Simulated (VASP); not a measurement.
# Sb (P6_3/mmc) in VASP: notebook

Runs on Sb. Level: PBE. Tasks: single point, atomic charges.

Everything below comes from runs of VASP 6.6.1. Logs are shortened: lines on timing, memory, paths and dates and some standing lists are left out, and cuts for length are marked.

### Step 1. Starting point

The structure is hexagonal, space group P6_3/mmc (No. 194). Conventional cell: a = 3.355 Å, b = 3.355 Å, c = 5.470 Å, α = 90.00°, β = 90.00°, γ = 120.00°. Sb (site symmetry -6m2) is surrounded by 12 Sb at 3.35 Å.

This isn't the form of Sb at room conditions, which is rhombohedral.

### Step 2. Single point, PBE

The input, INCAR:

```
PREC     = Accurate       # precision mode
ENCUT    = 500            # plane-wave cutoff, eV
EDIFF    = 1E-6           # SCF threshold, eV
ISMEAR   = 0              # smearing method
SIGMA    = 0.02           # smearing width, eV
LREAL    = F              # projectors in reciprocal space
LASPH    = T              # aspherical terms in the spheres
NELM     = 80             # most SCF steps
ALGO     = Fast           # electronic algorithm
ISIF     = 2              # what is computed and relaxed
LWAVE    = F              # write WAVECAR
LCHARG   = F              # write CHGCAR
GGA      = PE             # functional
```

The input, KPOINTS:

```
Automatic mesh
0
Gamma
  6 6 3
```

The input, POSCAR:

```
Sb
1.0
    3.3545324186      0.0000000000      0.0000000000
   -1.6772662093      2.9051102923      0.0000000000
    0.0000000000      0.0000000000      5.4701606500
Sb
2
Direct
    0.6666666667      0.3333333333      0.7500000000
    0.3333333333      0.6666666667      0.2500000000
```

Potentials or basis: VASP PAW PBE potentials, release 64 (Sb_d_GW).

Launch:

```console
$ cat potpaw_PBE.64/Sb_d_GW/POTCAR > POTCAR
$ mpirun -np 1 vasp_std > vasp.out
```

OUTCAR:

```text
PREC = Accurate
   ENCUT = 500
   EDIFF = 1E-6
   ISMEAR = 0
   LREAL = F
   LASPH = T
   NELM = 80
   ISIF = 2
   GGA = PE

 ion  position               nearest neighbor table
   1  0.667  0.333  0.750-   2 3.35   2 3.35   2 3.35   2 3.35   2 3.35   2 3.35
   2  0.333  0.667  0.250-   1 3.35   1 3.35   1 3.35   1 3.35   1 3.35   1 3.35

  LATTYP: Found a hexagonal cell.
 ALAT       =     3.3545324186
 C/A-ratio  =     1.6306775334

  Lattice vectors:

 A1 = (   3.3545324186,   0.0000000000,   0.0000000000)
 A2 = (  -1.6772662093,   2.9051102923,   0.0000000000)
 A3 = (   0.0000000000,   0.0000000000,   5.4701606500)

Analysis of symmetry for initial positions (statically):
=====================================================================
 Subroutine PRICEL returns:
 Original cell was already a primitive cell.

 Routine SETGRP: Setting up the symmetry group for a
 hexagonal supercell.

 Subroutine GETGRP returns: Found 24 space group operations
 (whereof 12 operations were pure point group operations)
 out of a pool of 24 trial point group operations.

The static configuration has the point symmetry D_3d.
 The point group associated with its full space group is D_6h.

Analysis of symmetry for dynamics (positions and initial velocities):
=====================================================================
 Subroutine PRICEL returns:
 Original cell was already a primitive cell.

 Routine SETGRP: Setting up the symmetry group for a
 hexagonal supercell.

 Subroutine GETGRP returns: Found 24 space group operations
 (whereof 12 operations were pure point group operations)
 out of a pool of 24 trial point group operations.

The dynamic configuration has the point symmetry D_3d.
 The point group associated with its full space group is D_6h.

 Subroutine INISYM returns: Found 24 space group operations
 (whereof 12 operations are pure point group operations),
 and found     1 'primitive' translations

----------------------------------------------------------------------------------------

                                     Primitive cell

  volume of cell :      53.3083

  direct lattice vectors                    reciprocal lattice vectors
     3.354532419  0.000000000  0.000000000     0.298104139  0.172110505  0.000000000
    -1.677266209  2.905110292  0.000000000     0.000000000  0.344221010  0.000000000
     0.000000000  0.000000000  5.470160650     0.000000000  0.000000000  0.182809987

  length of vectors
     3.354532419  3.354532419  5.470160650     0.344221010  0.344221010  0.182809987

  position of ions in fractional coordinates (direct lattice)
     0.666666667  0.333333333  0.750000000
     0.333333333  0.666666667  0.250000000

  ion indices of the primitive-cell ions
   primitive index   ion index
                 1           1
                 2           2

----------------------------------------------------------------------------------------

 KPOINTS: Automatic mesh

Automatic generation of k-mesh.
 Grid dimensions read from file:
 generate k-points for:    6    6    3

 Generating k-lattice:

  Cartesian coordinates                     Fractional coordinates (reciprocal lattice)
     0.049684023  0.028685084  0.000000000     0.166666667  0.000000000  0.000000000
     0.000000000  0.057370168  0.000000000     0.000000000  0.166666667  0.000000000
     0.000000000  0.000000000  0.060936662     0.000000000  0.000000000  0.333333333

  Length of vectors
     0.057370168  0.057370168  0.060936662

  Shift w.r.t. Gamma in fractional coordinates (k-lattice)
     0.000000000  0.000000000  0.000000000

 Subroutine IBZKPT returns following result:
 ===========================================

 Found     14 irreducible k-points:

 Following reciprocal coordinates:
            Coordinates               Weight
  0.000000  0.000000  0.000000      1.000000
  0.166667 -0.000000  0.000000      6.000000
  0.333333  0.000000  0.000000      6.000000
  0.500000 -0.000000  0.000000      3.000000
  0.166667  0.166667  0.000000      6.000000
  0.333333  0.166667  0.000000     12.000000
  0.333333  0.333333  0.000000      2.000000
  0.000000  0.000000  0.333333      2.000000
  0.166667 -0.000000  0.333333     12.000000
  0.333333  0.000000  0.333333     12.000000
  0.500000 -0.000000  0.333333      6.000000
  0.166667  0.166667  0.333333     12.000000
  0.333333  0.166667  0.333333     24.000000
  0.333333  0.333333  0.333333      4.000000
   k-points           NKPTS =     14   k-points in BZ     NKDIM =     14   number of bands    NBANDS=     19
   number of dos      NEDOS =    301   number of ions     NIONS =      2
   total plane-waves  NPLWV =  23040
   dimension x,y,z NGX =    24 NGY =   24 NGZ =   40
   dimension x,y,z NGXF=    48 NGYF=   48 NGZF=   80
   ions per type =               2
   NGX,Y,Z   is equivalent  to a cutoff of  11.89, 11.89, 12.16 a.u.
   NGXF,Y,Z  is equivalent  to a cutoff of  23.79, 23.79, 24.31 a.u.
 SYSTEM =  unknown system
   PREC   = accura    normal or accurate (medium, high low for compatibility)
   ISTART =      0    job   : 0-new  1-cont  2-samecut
   ICHARG =      2    charge: 1-file 2-atom 10-const
   ISPIN  =      1    spin polarized calculation?
   LNONCOLLINEAR =      F non collinear calculations
   LSORBIT =      F    spin-orbit coupling
   LASPH  =      T    aspherical Exc in radial PAW
   ENCUT  =  500.0 eV  36.75 Ry    6.06 a.u.   6.12  6.12  9.97*2*pi/ulx,y,z
   NELM   =     80;   NELMIN=  2; NELMDL= -5     # of ELM steps
   EDIFF  = 0.1E-05   stopping-criterion for ELM
   LREAL  =      F    real-space projection
   EDIFFG = 0.1E-04   stopping-criterion for IOM
   NSW    =      0    number of steps for IOM
   IBRION =     -1    ionic relax: 0-MD 1-quasi-New 2-CG
   NFREE  =      0    steps in history (QN), initial steepest desc. (CG)
   ISIF   =      2    stress and relaxation
   ISYM   =      2    0-nonsym 1-usesym 2-fastsym
   POTIM  = 0.5000    time-step for ionic-motion
   TEBEG  =    0.0;   TEEND  =   0.0 temperature during run
   PSTRESS=    0.0 pullay stress
   NELECT =      30.0000    total number of electrons
   NUPDOWN=      -1.0000    fix difference up-down
   EMIN   =  10.00;   EMAX   =-10.00  energy-range for DOS
   EFERMI =   0.00;   METHOD = LEGACY
   ISMEAR =     0;   SIGMA  =   0.02  broadening in eV -4-tet -1-fermi 0-gaus
   EFERMI_NEDOS =   21; number of points for ismear=-14 and -15
   IALGO  =     68    algorithm
   IMIX   =      4    mixing-type and parameters
     AMIX     =   0.40;   BMIX     =  1.00
     AMIX_MAG =   1.60;   BMIX_MAG =  1.00
  volume/ion in A,a.u.               =      26.65       179.87
  Fermi-wavevector in a.u.,A,eV,Ry     =   1.351607  2.554166 24.855678  1.826841
  Thomas-Fermi vector in A             =   2.479015
   LORBIT       =      0    0 simple, 1 ext, 2 COOP (PROOUT), +10 PAW based schemes
   GGA     = PE    functional components
   LHFCALC =     F    Hartree Fock is set to
   AEXX    =    0.0000 exact exchange contribution
   IVDW    =     0    specifies the selected vdW correction
   LEPSILON=     F    determine dielectric tensor
   LRPA    =     F    only Hartree local field effects (RPA)
 non-spin polarized calculation
 RMM-DIIS sequential band-by-band and
 Gauss-broadening in eV      SIGMA  =   0.02
  energy-cutoff  :      500.00
  volume of cell :       53.31
 maximum number of plane-waves:      1368
   NGX = 13   NGY = 13   NGZ = 19

 number of electron      30.0000004 magnetization

 Free energy of the ion-electron system (eV)
  ---------------------------------------------------
  ext. energy  EPLUGINS =         0.00000000
  ---------------------------------------------------
  free energy    TOTEN  =        -7.79297717 eV

  energy without entropy =       -7.79269150  energy(sigma->0) =       -7.79283433

 E-fermi :   6.3235     XC(G=0): -10.6911

 val. band max:        6.3174534070   @ k =   0.5000  -0.0000   0.0000
 cond. band min:       6.7283889572   @ k =   0.1667  -0.0000   0.0000
 fundamental gap:      0.4109355502
 Fermi energy:         6.3235448243

 k-point     1 :       0.0000    0.0000    0.0000
  band No.  band energies     occupation
      1     -22.8743      2.00000
      2     -22.8648      2.00000
      3     -22.8448      2.00000
      4     -22.8448      2.00000
      5     -22.8416      2.00000
      6     -22.8416      2.00000
[... 11 lines left out ...]
     18      11.9547      0.00000
     19      14.3476      0.00000

 k-point     2 :       0.1667   -0.0000    0.0000
  band No.  band energies     occupation
      1     -22.8713      2.00000
      2     -22.8596      2.00000
      3     -22.8514      2.00000
      4     -22.8504      2.00000
      5     -22.8388      2.00000
      6     -22.8309      2.00000
[... 11 lines left out ...]
     18      11.6434      0.00000
     19      13.3545      0.00000

 k-point     3 :       0.3333    0.0000    0.0000
  band No.  band energies     occupation
      1     -22.8832      2.00000
      2     -22.8657      2.00000
      3     -22.8605      2.00000
      4     -22.8461      2.00000
      5     -22.8347      2.00000
      6     -22.8201      2.00000
[... 11 lines left out ...]
     18      10.6426      0.00000
     19      11.5268      0.00000

 k-point     4 :       0.5000   -0.0000    0.0000
  band No.  band energies     occupation
      1     -22.8903      2.00000
      2     -22.8735      2.00000
      3     -22.8652      2.00000
      4     -22.8471      2.00000
      5     -22.8282      2.00000
      6     -22.8248      2.00000
[... 11 lines left out ...]
     18      10.1740      0.00000
     19      10.9813      0.00000

 k-point     5 :       0.1667    0.1667    0.0000
  band No.  band energies     occupation
      1     -22.8643      2.00000
      2     -22.8612      2.00000
      3     -22.8589      2.00000
      4     -22.8555      2.00000
      5     -22.8296      2.00000
      6     -22.8257      2.00000
[... 11 lines left out ...]
     18       9.6735      0.00000
     19      13.3666      0.00000

 k-point     6 :       0.3333    0.1667    0.0000
  band No.  band energies     occupation
      1     -22.8796      2.00000
      2     -22.8691      2.00000
      3     -22.8557      2.00000
      4     -22.8343      2.00000
      5     -22.8284      2.00000
      6     -22.8279      2.00000
[... 11 lines left out ...]
     18       7.9836      0.00000
     19      11.6769      0.00000

 k-point     7 :       0.3333    0.3333    0.0000
  band No.  band energies     occupation
      1     -22.8873      2.00000
      2     -22.8417      2.00000
      3     -22.8417      2.00000
      4     -22.8378      2.00000
      5     -22.8378      2.00000
      6     -22.8085      2.00000
[... 11 lines left out ...]
     18       5.6833      2.00000
     19      10.0669      0.00000

 k-point     8 :       0.0000    0.0000    0.3333
  band No.  band energies     occupation
      1     -22.8716      2.00000
      2     -22.8669      2.00000
      3     -22.8522      2.00000
      4     -22.8522      2.00000
      5     -22.8445      2.00000
      6     -22.8445      2.00000
[... 11 lines left out ...]
     18      11.3300      0.00000
     19      14.7717      0.00000

 k-point     9 :       0.1667   -0.0000    0.3333
  band No.  band energies     occupation
      1     -22.8704      2.00000
      2     -22.8686      2.00000
      3     -22.8486      2.00000
      4     -22.8444      2.00000
      5     -22.8413      2.00000
      6     -22.8289      2.00000
[... 11 lines left out ...]
     18      10.6407      0.00000
     19      13.2469      0.00000

 k-point    10 :       0.3333    0.0000    0.3333
  band No.  band energies     occupation
      1     -22.8802      2.00000
      2     -22.8770      2.00000
      3     -22.8477      2.00000
      4     -22.8444      2.00000
      5     -22.8418      2.00000
      6     -22.8107      2.00000
[... 11 lines left out ...]
     18       9.4366      0.00000
     19      11.9245      0.00000

 k-point    11 :       0.5000   -0.0000    0.3333
  band No.  band energies     occupation
      1     -22.8857      2.00000
      2     -22.8826      2.00000
      3     -22.8515      2.00000
      4     -22.8475      2.00000
      5     -22.8467      2.00000
      6     -22.8087      2.00000
[... 11 lines left out ...]
     18       8.9524      0.00000
     19      11.6227      0.00000

 k-point    12 :       0.1667    0.1667    0.3333
  band No.  band energies     occupation
      1     -22.8715      2.00000
      2     -22.8698      2.00000
      3     -22.8465      2.00000
      4     -22.8444      2.00000
      5     -22.8329      2.00000
      6     -22.8217      2.00000
[... 11 lines left out ...]
     18       9.6088      0.00000
     19      14.8418      0.00000

 k-point    13 :       0.3333    0.1667    0.3333
  band No.  band energies     occupation
      1     -22.8763      2.00000
      2     -22.8735      2.00000
      3     -22.8534      2.00000
      4     -22.8391      2.00000
      5     -22.8321      2.00000
      6     -22.8134      2.00000
[... 11 lines left out ...]
     18       9.3438      0.00000
     19      13.1879      0.00000

 k-point    14 :       0.3333    0.3333    0.3333
  band No.  band energies     occupation
      1     -22.8683      2.00000
      2     -22.8683      2.00000
      3     -22.8642      2.00000
      4     -22.8178      2.00000
      5     -22.8088      2.00000
      6     -22.8088      2.00000
[... 11 lines left out ...]
     18       8.5254      0.00000
     19      12.4207      0.00000

------------------------ aborting loop because EDIFF is reached ----------------------------------------

  FORCE on cell =-STRESS in cart. coord.  units (eV):
  Direction    XX          YY          ZZ          XY          YZ          ZX
  --------------------------------------------------------------------------------------
  -------------------------------------------------------------------------------------
  Total        0.1944925      0.1944925      1.4672210      0.0000000     -0.0000000      0.0000000
  in kB        5.8454621      5.8454621     44.0972406      0.0000000     -0.0000000      0.0000000
  external PRESSURE =      18.5960549 kB  Pullay stress =       0.0000000 kB

 VOLUME and BASIS-vectors are now :
 -----------------------------------------------------------------------------
  energy-cutoff  :      500.00
  volume of cell :       53.31
      direct lattice vectors                 reciprocal lattice vectors
     3.354532419  0.000000000  0.000000000     0.298104139  0.172110505  0.000000000
    -1.677266209  2.905110292  0.000000000     0.000000000  0.344221010  0.000000000
     0.000000000  0.000000000  5.470160650     0.000000000  0.000000000  0.182809987

 POSITION                                       TOTAL-FORCE (eV/Angst)
 -----------------------------------------------------------------------------------
      1.67727      0.96837      4.10262         0.000000     -0.000000      0.000000
     -0.00000      1.93674      1.36754        -0.000000      0.000000      0.000000
 -----------------------------------------------------------------------------------
    total drift:                                0.000000     -0.000000      0.000000

  FREE ENERGIE OF THE ION-ELECTRON SYSTEM (eV)
  ---------------------------------------------------
  free  energy   TOTEN  =        -7.7929771700 eV

  energy  without entropy=       -7.7926914976  energy(sigma->0) =       -7.79283433
```

It took 32 s on 1 thread of Intel Xeon Platinum 8488C (Sapphire Rapids), shared host; peak memory 0.16 GiB.

Results:

```
Free energy            : -7.7930 eV
Pressure               : 1.9 GPa
Band gap on the k mesh : none (metal or under the smearing width)
```

Caveat: the k mesh is coarse (spacing up to 0.38 Å⁻¹), so the values aren't converged. Spin-orbit coupling is left out, which matters for the levels of Sb.

[end of part 1 of 2]
